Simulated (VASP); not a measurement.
A run of VASP 6.6.1:

File INCAR:

```
  PREC = Accurate
  ENCUT = 520
  EDIFF = 1E-6
  ISMEAR = -1
  SIGMA = 0.1
  LREAL = F
  LASPH = T
  NELM = 60
  ALGO = Normal
  ISIF = 2
  LWAVE = F
  LCHARG = F
  GGA = PS
  NBANDS = 13
```

KPOINTS

```
regular mesh
0
Gamma
  14 14 14
```

Contents of POSCAR:

```
W
1.0
    2.5381663756      0.0000000000      0.0000000000
    0.0000000000      2.5381663756      0.0000000000
    0.0000000000      0.0000000000      2.5381663756
W
1
Direct
    0.0000000000      0.0000000000      0.0000000000
```

Potentials or basis: VASP PAW PBE potentials, release 64 (W_sv).

Launch:

```bash
$ cat potpaw_PBE.64/W_sv/POTCAR > POTCAR
$ mpirun -np 1 vasp_std > vasp.out
```

Hardware: 1 thread of AMD EPYC 9R14 (Zen 4), with other jobs on the host.

Q: Estimate the wall time of this run.

A: Wall time 12 s on 1 thread of AMD EPYC 9R14 (Zen 4), on a shared host, peak memory 0.11 GiB. Counts: scf iterations 11, k points 120.
